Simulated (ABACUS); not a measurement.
# Bi: equation of state with PBE

Bi:

```
Bi
1.0
    -1.98143    1.98143    1.98143
     1.98143   -1.98143    1.98143
     1.98143    1.98143   -1.98143
Bi
1
Direct
  0.00000 0.00000 0.00000
```

This isn't the form of Bi at room conditions, which is rhombohedral.

```yaml
Program: ABACUS 3.10.1
Task: equation of state
Functional: PBE
Potentials_or_basis: PseudoDojo NC SR 0.4.1 PBE standard
Cutoff: 898 eV
Density_cutoff: 3592 eV
Basis: plane waves
k_mesh: 9 × 9 × 9
Occupations: fermi-dirac, width 0.05 eV
Spin: no spin polarisation
```

The equilibrium volume is 31.64 Å³/atom. The bulk modulus is 53 GPa and the pressure derivative of the bulk modulus is 4.6.

Energy against volume, from the lowest point:
```tsv
volume (Å³/atom)	energy (meV/atom)
29.250	34.52
29.872	18.18
30.495	7.32
31.117	1.42
31.739	0.00
32.362	2.53
32.984	8.57
```

All runs of the series together: 26 s on 4 threads of AMD EPYC 7R13 Processor (Zen 3), on a shared host.
